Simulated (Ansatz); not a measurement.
I need a G0W0 quasiparticle calculation of Li₂Se, space group Fm-3m. Use Ansatz 0.2.0, Python API. Level of theory: PBE, PAW, the default cutoff (420 eV here), 3×3×3 k-points, fixed occupations.

```xyz
3
Lattice="0.0000 3.0025 3.0025 3.0025 0.0000 3.0025 3.0025 3.0025 0.0000" Properties=species:S:1:pos:R:3 pbc="T T T"
Li    1.5012    1.5012    1.5012
Li    4.5038    4.5038    4.5038
Se    0.0000    0.0000    0.0000
```

The script, `gw_li2se.py`:
```python
"""Quasiparticle gap of Li2Se by G0W0."""

from dataclasses import dataclass
import warnings

import ansatz as az


@dataclass
class Settings:
    functional: str = "pbe"
    k_density: float = 1.2
    max_iterations: int = 150
    occupations: str = "fixed"


cfg = Settings()

warnings.simplefilter("ignore", az.DeckWarning)

xtal = (
    az.Lattice.fcc(6.005)
    .space_group(225)
    .atom("Li", [0.25, 0.75, 0.75])
    .atom("Se", [0.0, 0.0, 0.0])
    .primitive()
)

calc = (
    xtal.calculation()
    .functional(cfg.functional)
    .accuracy("medium")
    .kpoints(density=cfg.k_density)
    .scf(max_iterations=cfg.max_iterations)
    .occupations(cfg.occupations)
    .gw(empty_bands=80, screening_cutoff=80, quasiparticle_bands=("v2", "c2"))
)
events = []
done = calc.session().plan().execute(on_event=events.append, runs_dir="gw_run")
gw = next(e["data"] for e in events if e["event"] == "gw_qp")
top = gw["frontier_bands"]["highest_filled_band"]
print(" k band    E_KS   Sigma_x  Sigma_c     Vxc      Z    E_QP (eV)")
for qp in gw["qp"]:
    print(f"{qp['ik']:2d} {qp['band']:4d} {qp['eps_ks_ev']:7.3f} {qp['sigma_x_ev']:9.3f} {qp['sigma_c_at_ks_ev']:8.3f} {qp['vxc_ev']:8.3f} {qp['z']:6.3f} {qp['e_qp_ev']:8.3f}")
for key, label in (("eps_ks_ev", "Kohn-Sham"), ("e_qp_ev", "G0W0")):
    filled = max(qp[key] for qp in gw["qp"] if qp["band"] <= top)
    empty = min(qp[key] for qp in gw["qp"] if qp["band"] > top)
    print(f"{label} gap on the mesh: {empty - filled:.3f} eV")
print("static dielectric eigenvalues (RPA, this mesh):", [round(e, 3) for e in gw["screening"][0]["eps_tensor_eigenvalues"]])
```

```console
$ python gw_li2se.py
 k band    E_KS   Sigma_x  Sigma_c     Vxc      Z    E_QP (eV)
 0   10   3.445   -17.426    1.830  -14.402  0.791    2.508
 0   11   3.445   -17.426    1.830  -14.402  0.791    2.508
 0   12   6.811    -5.645   -3.538   -9.742  0.816    7.265
 0   13   9.046    -4.030   -3.692   -8.464  0.813    9.647
 1   10   3.031   -16.978    1.862  -13.855  0.790    2.042
 1   11   3.031   -16.978    1.862  -13.855  0.790    2.042
 1   12   8.257    -5.350   -3.699   -9.719  0.812    8.799
 1   13   9.553    -3.875   -3.762   -8.318  0.804   10.103
 2   10   2.290   -16.205    1.943  -12.867  0.788    1.201
 2   11   2.290   -16.205    1.943  -12.867  0.788    1.201
 2   12   7.080    -4.029   -3.444   -7.856  0.819    7.393
 2   13   9.451    -4.726   -3.738   -9.124  0.811    9.984
 3   10   1.541   -16.071    2.094  -12.408  0.782    0.324
 3   11   2.459   -16.384    1.920  -13.103  0.788    1.395
 3   12   8.033    -4.333   -3.541   -8.327  0.816    8.401
 3   13  10.747    -5.605   -3.973  -10.335  0.803   11.350
Kohn-Sham gap on the mesh: 3.366 eV
G0W0 gap on the mesh: 4.757 eV
static dielectric eigenvalues (RPA, this mesh): [4.835, 4.835, 4.835]
```

These settings explore the input space; cutoff and mesh may be short of convergence. Energy and stress may still move on a finer k-point mesh. The starting cell is as deposited in a crystallographic database; the results hold for this polymorph, which needn't be the stable one. Mesh, empty bands and screening cutoff are small, so the quasiparticle gap isn't converged, and it is read on the mesh points alone. Spin-orbit coupling is left out, which matters for heavy elements. Timing: 7.7 s on 1 thread of Arm Neoverse N1 (shared host), peak memory 0.43 GiB.
